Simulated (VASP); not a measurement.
Input of a VASP 6.6.1 run:

File INCAR:

```
PREC = Accurate
ENCUT = 520
EDIFF = 1E-6
ISMEAR = 0
SIGMA = 0.05
LREAL = False
LASPH = True
NELM = 100
ALGO = Normal
ISIF = 2
LWAVE = False
LCHARG = False
ISPIN = 2
MAGMOM = 0.19 0 0
LORBIT = 11
LMAXMIX = 4
LDAU = True
LDAUTYPE = 2
LDAUL = 2 -1
LDAUU = 6 0
LDAUJ = 0 0
LDAUPRINT = 1
GGA = PS
```

File KPOINTS:

```
Automatic mesh
0
Gamma
  6 6 6
```

The input POSCAR:

```
MoS2
1.0
    0.0000000000      2.9959514200      2.9959514200
    2.9959514200      0.0000000000      2.9959514200
    2.9959514200      2.9959514200      0.0000000000
Mo S
1 2
Direct
    0.0000000000      0.0000000000      0.0000000000
    0.2500000000      0.2500000000      0.2500000000
    0.7500000000      0.7500000000      0.7500000000
```

Potentials or basis: VASP PAW PBE potentials, release 64 (Mo_sv, S).

Launch:

```console
$ cat potpaw_PBE.64/Mo_sv/POTCAR potpaw_PBE.64/S/POTCAR > POTCAR
$ mpirun -np 1 vasp_std > vasp.out
```

(1) What does it give for the band gap on the k mesh?

(2) What does it give for the site moments?

(3) Estimate the pressure.

Results:

(1) none (metal or under the smearing width).

(2) Mo +2.28; S -0.18 μB.

(3) 1.8 GPa.

Caveat: the PAW data sets were made with another functional, which shifts forces and pressure a little.
